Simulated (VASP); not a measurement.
A run of VASP 6.6.1:

Contents of INCAR:

```
ALGO = Normal ; EDIFF = 1E-6
ENCUT = 450 ; GGA = PE
ISIF = 2 ; ISMEAR = 0
LASPH = T ; LCHARG = F
LREAL = F ; LWAVE = F
NELM = 60 ; PREC = Accurate
SIGMA = 0.02
```

Contents of KPOINTS:

```
k-points
0
Gamma
  4 4 4
```

File POSCAR:

```
CdO
1.0
    0.0000000000      2.3495000000      2.3495000000
    2.3495000000      0.0000000000      2.3495000000
    2.3495000000      2.3495000000      0.0000000000
Cd O
1 1
Direct
    0.0000000000      0.0000000000      0.0000000000
    0.5000000000      0.5000000000      0.5000000000
```

Potentials or basis: VASP PAW PBE potentials, release 64 (Cd_GW, O_GW).

The run is started by

```sh
$ cat potpaw_PBE.64/Cd_GW/POTCAR potpaw_PBE.64/O_GW/POTCAR > POTCAR
$ mpirun -np 1 vasp_std > vasp.out
```

Hardware: 1 thread of AMD EPYC 9R45 (Zen 5), with other jobs on the host.

How long does it take, and how much memory?

Run time: 4.3 s on 1 thread of AMD EPYC 9R45 (Zen 5), with other jobs on the host, peak memory 0.11 GiB. Counts: scf iterations 13, k points 8.
